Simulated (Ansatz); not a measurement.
A plane-wave DFT run in Ansatz 0.2.0 (scalar-relativistic PAW potentials unless the input names others): input and command.

```yaml
crystal:
  lattice:
    - [0.0, 2.0525939829, 2.0525939829]
    - [2.0525939829, 0.0, 2.0525939829]
    - [2.0525939829, 2.0525939829, 0.0]
  atoms:
    - { symbol: Si, position: [0.25, 0.25, 0.25] }
    - { symbol: C, position: [0.0, 0.0, 0.0] }
basis:
  ecutwfc: "500 eV"
kpoints:
  mp_grid: { grid: [12, 12, 12] }
hamiltonian:
  xc: pbe
  pseudopotentials: { kind: paw_fr }
scf:
  occupations: { method: gaussian, width: 0.02 }
output:
  forces: true
  eigenvalues: true
  stress: true
magnetization:
  noncollinear: true
  spin_orbit: true
```

```bash
ansatz run input.yaml --threads 1 --pin off --max-ram 2560MiB --backend cpu --events-out ev --progress --plain --runs-dir out
```

Abridged log:
```
Basis set: ecut = 500 eV, 459 PW (Γ), exchange–correlation on 48×48×48 points (8 copies of the dense FFT grid, shifted against one another)
Bands: 16, of which v1, the nominal top of the filled ones, is band 8 counted from 1 (7 counted from 0)
Symmetry: 24 space group operations + 24 with time reversal
k-points: 72 of 1728 (time reversal used)
SCF iter   1: F=—  HF=-888.574669 eV  |F-HF|=—  |Δ(HF+E_count)|=         —  Δρ=1.80e-1  dr2=6.15e0  dr2_m=0.00e0 (ungated) ethr=3.10e-3  |M|=0.00e0 ∫|m|=0.00e0 μB  |m|>n=0.0e0 m-floor=0.0e0 τ_xc=0.0e0  β_m=0.30  ⟨swp⟩=5.9  Hψ=9129  notcnv=0
SCF iter   2: F=—  HF=-886.813114 eV  |F-HF|=—  |Δ(HF+E_count)|=    1.76e0  Δρ=7.13e-2  dr2=8.78e-1  dr2_m=0.00e0 (ungated) ethr=3.10e-3  |M|=0.00e0 ∫|m|=0.00e0 μB  |m|>n=0.0e0 m-floor=0.0e0 τ_xc=0.0e0  β_m=0.39  ⟨swp⟩=2.9  Hψ=2824  notcnv=0  defer=232
SCF iter   3: F=—  HF=-886.572961 eV  |F-HF|=—  |Δ(HF+E_count)|=   2.40e-1  Δρ=2.40e-2  dr2=4.73e-2  dr2_m=0.00e0 (ungated) ethr=3.10e-3  |M|=0.00e0 ∫|m|=0.00e0 μB  |m|>n=0.0e0 m-floor=0.0e0 τ_xc=0.0e0  β_m=0.60  ⟨swp⟩=2.4  Hψ=1903  notcnv=0  defer=236
SCF iter   4: F=—  HF=-886.571592 eV  |F-HF|=—  |Δ(HF+E_count)|=   1.37e-3  Δρ=2.23e-3  dr2=3.85e-4  dr2_m=0.00e0 (ungated) ethr=5.91e-4  |M|=0.00e0 ∫|m|=0.00e0 μB  |m|>n=0.0e0 m-floor=0.0e0 τ_xc=0.0e0  β_m=0.70  ⟨swp⟩=2.5  Hψ=1782  notcnv=0  defer=228
SCF iter   5: F=—  HF=-886.571676 eV  |F-HF|=—  |Δ(HF+E_count)|=   8.38e-5  Δρ=3.81e-4  dr2=9.90e-6  dr2_m=0.00e0 (ungated) ethr=4.81e-6  |M|=0.00e0 ∫|m|=0.00e0 μB  |m|>n=0.0e0 m-floor=0.0e0 τ_xc=0.0e0  β_m=0.79  ⟨swp⟩=2.4  Hψ=1598  notcnv=0  defer=228
SCF iter   6: F=—  HF=-886.571681 eV  |F-HF|=—  |Δ(HF+E_count)|=   5.58e-6  Δρ=2.69e-5  dr2=6.95e-8  dr2_m=0.00e0 (ungated) ethr=1.25e-9  |M|=0.00e0 ∫|m|=0.00e0 μB  |m|>n=0.0e0 m-floor=0.0e0 τ_xc=0.0e0  β_m=0.87  ⟨swp⟩=9.7  Hψ=8001  notcnv=0
SCF iter   7: F=-886.571681 eV  HF=-886.571681 eV  |F-HF|=2.46e-10  |Δ(HF+E_count)|=   6.35e-8  Δρ=4.34e-6  dr2=1.23e-9  dr2_m=0.00e0 (ungated) ethr=8.68e-10  |M|=0.00e0 ∫|m|=0.00e0 μB  |m|>n=0.0e0 m-floor=0.0e0 τ_xc=0.0e0  ⟨swp⟩=2.0  Hψ=3541  notcnv=0
SCF 1 converged in 7 iterations: F = -886.571681 eV  dr2 = 1.23e-9
SCF converged after 7 iterations
Magnetization: |M| = 0.0000 μB, M = (+0.0000, +0.0000, +0.0000) μB
Absolute magnetization: 0.0000 μB (∫|m|)
  site 0: m = (+0.0000, +0.0000, +0.0000) μB, |m| = 0.0000 μB  (R = 0.73 Å)
  site 1: m = (+0.0000, +0.0000, +0.0000) μB, |m| = 0.0000 μB  (R = 0.73 Å)
Free energy (F): -886.571681 eV
Harris-Foulkes:  -886.571681 eV  (|F-HF|=2.46e-10)
Internal energy: -886.571681 eV  (E = F + TS)
E sigma→0 (E₀):  -886.571681 eV
Fermi energy:    12.478529 eV
--- Forces (eV/Å), atoms counted from 1 ---
  atom   1  Si     0.00000000     0.00000000     0.00000000
  atom   2  C      0.00000000     0.00000000     0.00000000
--- Stress (GPa, compression-positive) ---
       60.014846       0.000000       0.000000
        0.000000      60.014846       0.000000
        0.000000       0.000000      60.014846
  P = ⅓ Tr σ = 60.0148 GPa (600.148 kbar)
```

Apart from outputs, empty bands and the relaxation, which only the reference makes, the input differs from a reference run on usual settings in basis.ecutwfc: 420 → "500 eV"; hamiltonian.pseudopotentials: not typed → {"kind": "paw_fr"}; magnetization: not typed → {"noncollinear": true, "spin_orbit": true}. The reference, at the same geometry, ended its own course with pressure 59.99 GPa, largest force 0.000 eV/Å, gap on the mesh 1.17 eV. This run converged in 7 SCF iterations with a total energy on another zero (with these potentials totals step by a constant when spin–orbit coupling is switched, so their difference is no spin–orbit energy), pressure 60.01 GPa, largest force 0.000 eV/Å, gap on the mesh 1.17 eV.

The run took 4.3 s on 1 thread of Intel(R) Xeon(R) Platinum 8488C (Sapphire Rapids), on a shared host, peak memory 0.41 GiB.